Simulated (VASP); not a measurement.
# BN (F-43m) in VASP: a series of runs

One crystal, BN, is run at these levels: PBE; tasks: relaxation of cell and atoms.

Everything below comes from runs of VASP 6.6.1. Logs are shortened: lines on timing, memory, paths and dates and some standing lists are left out, and cuts for length are marked.

**1. The crystal as given**

The structure is cubic, space group F-43m (No. 216). Conventional cell: a = 3.626 Å, b = 3.626 Å, c = 3.626 Å, α = 90.00°, β = 90.00°, γ = 90.00°. B (site symmetry -43m) is surrounded by 4 N at 1.57 Å. N (site symmetry -43m) has 4 B at 1.57 Å as nearest neighbours.

The cell is a database's computed one.

**2. Relaxation of cell and atoms, PBE**

Input file INCAR:

```
  PREC = Accurate
  ENCUT = 600
  EDIFF = 1E-6
  ISMEAR = 0
  SIGMA = 0.02
  LREAL = False
  LASPH = True
  NELM = 120
  ALGO = Normal
  ISIF = 3
  LWAVE = False
  LCHARG = False
  GGA = PE
  IBRION = 2
  NSW = 80
  EDIFFG = -0.005
  KPAR = 2
```

Input file KPOINTS:

```
regular mesh
0
Gamma
  14 14 14
```

Input file POSCAR:

```
BN
1.0
    0.0000000000      1.8130010000      1.8130010000
    1.8130010000      0.0000000000      1.8130010000
    1.8130010000      1.8130010000      0.0000000000
B N
1 1
Direct
    0.0000000000      0.0000000000      0.0000000000
    0.2500000000      0.2500000000      0.2500000000
```

Potentials or basis: VASP PAW PBE potentials, release 64 (B, N).

Launch:

```sh
cat potpaw_PBE.64/B/POTCAR potpaw_PBE.64/N/POTCAR > POTCAR
mpirun -np 2 vasp_std > vasp.out
```

OUTCAR:

```text
PREC = Accurate
   ENCUT = 600
   EDIFF = 1E-6
   ISMEAR = 0
   LREAL = False
   LASPH = True
   NELM = 120
   ISIF = 3
   GGA = PE
   IBRION = 2
   NSW = 80
   EDIFFG = -0.005

 ion  position               nearest neighbor table
   1  0.000  0.000  0.000-   2 1.57   2 1.57   2 1.57   2 1.57
   2  0.250  0.250  0.250-   1 1.57   1 1.57   1 1.57   1 1.57

  LATTYP: Found a face centered cubic cell.
 ALAT       =     3.6260020000

  Lattice vectors:

 A1 = (   0.0000000000,   1.8130010000,   1.8130010000)
 A2 = (   1.8130010000,   0.0000000000,   1.8130010000)
 A3 = (   1.8130010000,   1.8130010000,   0.0000000000)

Analysis of symmetry for initial positions (statically):
=====================================================================
 Subroutine PRICEL returns:
 Original cell was already a primitive cell.

 Routine SETGRP: Setting up the symmetry group for a
 face centered cubic supercell.

 Subroutine GETGRP returns: Found 24 space group operations
 (whereof 24 operations were pure point group operations)
 out of a pool of 48 trial point group operations.

The static configuration has the point symmetry T_d .

Analysis of symmetry for dynamics (positions and initial velocities):
=====================================================================
 Subroutine PRICEL returns:
 Original cell was already a primitive cell.

 Routine SETGRP: Setting up the symmetry group for a
 face centered cubic supercell.

 Subroutine GETGRP returns: Found 24 space group operations
 (whereof 24 operations were pure point group operations)
 out of a pool of 48 trial point group operations.

The dynamic configuration has the point symmetry T_d .

 Subroutine INISYM returns: Found 24 space group operations
 (whereof 24 operations are pure point group operations),
 and found     1 'primitive' translations

----------------------------------------------------------------------------------------

                                     Primitive cell

  volume of cell :      11.9186

  direct lattice vectors                    reciprocal lattice vectors
     0.000000000  1.813001000  1.813001000    -0.275785838  0.275785838  0.275785838
     1.813001000  0.000000000  1.813001000     0.275785838 -0.275785838  0.275785838
     1.813001000  1.813001000  0.000000000     0.275785838  0.275785838 -0.275785838

  length of vectors
     2.563970603  2.563970603  2.563970603     0.477675083  0.477675083  0.477675083

  position of ions in fractional coordinates (direct lattice)
     0.000000000  0.000000000  0.000000000
[... 97 lines left out ...]
     AMIX     =   0.40;   BMIX     =  1.00
     AMIX_MAG =   1.60;   BMIX_MAG =  1.00
  volume/ion in A,a.u.               =       5.96        40.22
  Fermi-wavevector in a.u.,A,eV,Ry     =   1.433387  2.708709 27.954506  2.054598
  Thomas-Fermi vector in A             =   2.552911
   LORBIT       =      0    0 simple, 1 ext, 2 COOP (PROOUT), +10 PAW based schemes
   GGA     = PE    functional components
   LHFCALC =     F    Hartree Fock is set to
   AEXX    =    0.0000 exact exchange contribution
   IVDW    =     0    specifies the selected vdW correction
   LEPSILON=     F    determine dielectric tensor
   LRPA    =     F    only Hartree local field effects (RPA)
 conjugate gradient relaxation of ions
 non-spin polarized calculation
 Gauss-broadening in eV      SIGMA  =   0.02
  energy-cutoff  :      600.00
  volume of cell :       11.92
 maximum number of plane-waves:       411
   NGX = 11   NGY = 11   NGZ = 11

--------------------------------------- Ionic step        1  -------------------------------------------

 number of electron       7.9999999 magnetization

 Free energy of the ion-electron system (eV)
  ---------------------------------------------------
  ext. energy  EPLUGINS =         0.00000000
  ---------------------------------------------------
  free energy    TOTEN  =       -17.45462753 eV

  energy without entropy =      -17.45462753  energy(sigma->0) =      -17.45462753

------------------------ aborting loop because EDIFF is reached ----------------------------------------

  FORCE on cell =-STRESS in cart. coord.  units (eV):
  Direction    XX          YY          ZZ          XY          YZ          ZX
  --------------------------------------------------------------------------------------
  -------------------------------------------------------------------------------------
  Total       -0.0324546     -0.0324546     -0.0324546     -0.0000000      0.0000000     -0.0000000
  in kB       -4.3627734     -4.3627734     -4.3627734     -0.0000000      0.0000000     -0.0000000
  external PRESSURE =      -4.3627734 kB  Pullay stress =       0.0000000 kB
[... 59 lines left out ...]
--------------------------------------- Ionic step        3  -------------------------------------------

 number of electron       7.9999999 magnetization

 Free energy of the ion-electron system (eV)
  ---------------------------------------------------
  ext. energy  EPLUGINS =         0.00000000
  ---------------------------------------------------
  free energy    TOTEN  =       -17.45464805 eV

  energy without entropy =      -17.45464805  energy(sigma->0) =      -17.45464805

 E-fermi :   7.4024     XC(G=0): -12.7830

 val. band max:        7.3050932728   @ k =   0.0000   0.0000   0.0000
 cond. band min:      11.7561943008   @ k =   0.5000   0.5000   0.0000
 fundamental gap:      4.4511010280
 Fermi energy:         7.4023668498

 k-point     1 :       0.0000    0.0000    0.0000
  band No.  band energies     occupation
      1     -12.8358      2.00000
      2       7.3051      2.00000
      3       7.3051      2.00000
      4       7.3051      2.00000
      5      16.0871      0.00000
      6      16.0871      0.00000
      7      16.0871      0.00000
      8      17.5263      0.00000
[... 243 lines left out ...]
 k-point    24 :       0.2857    0.1429    0.0000
  band No.  band energies     occupation
      1     -11.0828      2.00000
      2       2.2951      2.00000
      3       4.9800      2.00000
      4       5.4570      2.00000
      5      15.5065      0.00000
      6      18.8776      0.00000
      7      19.3899      0.00000
      8      20.0495      0.00000

 [... further k-points ...]

------------------------ aborting loop because EDIFF is reached ----------------------------------------

  FORCE on cell =-STRESS in cart. coord.  units (eV):
  Direction    XX          YY          ZZ          XY          YZ          ZX
  --------------------------------------------------------------------------------------
  -------------------------------------------------------------------------------------
  Total       -0.0000057     -0.0000057     -0.0000057      0.0000000      0.0000000     -0.0000000
  in kB       -0.0007713     -0.0007713     -0.0007713      0.0000000      0.0000000     -0.0000000
  external PRESSURE =      -0.0007713 kB  Pullay stress =       0.0000000 kB
[... 17 lines left out ...]
  FREE ENERGIE OF THE ION-ELECTRON SYSTEM (eV)
  ---------------------------------------------------
  free  energy   TOTEN  =       -17.4546480455 eV

  energy  without entropy=      -17.4546480455  energy(sigma->0) =      -17.45464805

 reached required accuracy - stopping structural energy minimisation
```

It took 18 s on 2 MPI ranks of Intel Xeon Platinum 8259CL at 2.50GHz (Skylake/Cascade Lake), shared host; peak memory 0.12 GiB.

Results:

```yaml
Free_energy: -17.4546 eV
Relaxed_volume: 5.95 Å³/atom
Relaxed_cell: a = 2.563 Å, b = 2.563 Å, c = 2.563 Å, α = 60.00°, β = 60.00°, γ = 60.00°
Space_group_after_relaxing_to_0.05_Å: F-43m (No. 216)
Energy_gained_by_relaxing: 0.0 meV/atom
Ionic_steps: 3
Pressure_after_relaxing: 0.0 GPa
Band_gap_on_the_k_mesh: 4.45 eV, indirect (least direct gap 8.78 eV)
```

Final structure:
```
CELL_PARAMETERS angstrom
0.00000 1.81229 1.81229
1.81229 0.00000 1.81229
1.81229 1.81229 0.00000
ATOMIC_POSITIONS crystal
B 0.00000 0.00000 0.00000
N 0.25000 0.25000 0.25000
```

**3. Relaxation of cell and atoms, PBE**

INCAR is that of step 2.

KPOINTS is that of step 2.

Input file POSCAR:

```
BN                                      
1.0
   -0.0000000000      1.8122866047      1.8122866047
    1.8122866047     -0.0000000000      1.8122866047
    1.8122866047      1.8122866047     -0.0000000000
  B               N             
     1     1
Direct
     0.0000000000000000    0.0000000000000000    0.0000000000000000
     0.2500000000000000    0.2500000000000000    0.2500000000000000
```

Potentials or basis: VASP PAW PBE potentials, release 64 (B, N).

Launch:

```sh
cat potpaw_PBE.64/B/POTCAR potpaw_PBE.64/N/POTCAR > POTCAR
mpirun -np 2 vasp_std > vasp.out
```

Wall time 8.2 s (2 MPI ranks of Intel Xeon Platinum 8259CL at 2.50GHz (Skylake/Cascade Lake), shared host); peak memory 0.11 GiB.

It converged, with:

- Free energy: -17.4546 eV
- Pressure after relaxing: 0.0 GPa
- Band gap on the k mesh: 4.45 eV, indirect (least direct gap 8.78 eV)

Final structure:
```xyz
2
Lattice="0.0000 1.8123 1.8123 1.8123 0.0000 1.8123 1.8123 1.8123 0.0000" Properties=species:S:1:pos:R:3 pbc="T T T"
B     0.0000    0.0000    0.0000
N     0.9061    0.9061    0.9061
```

Levels at points of the mesh, in eV from the valence-band top:
| k point | band 2 | band 3 | band 4 | band 5 | band 6 | band 7 |
| --- | --- | --- | --- | --- | --- | --- |
| (0.00, 0.00, 0.00) | 0.00 | 0.00 | 0.00 | 8.78 | 8.78 | 8.78 |
| (0.50, 0.00, 0.00) | -10.62 | -1.93 | -1.93 | 10.04 | 10.66 | 10.66 |
| (0.50, 0.50, 0.00) | -8.86 | -4.86 | -4.86 | 4.45 | 9.19 | 17.80 |

Caveat: the relaxation stopped at its first step, so nothing moved.
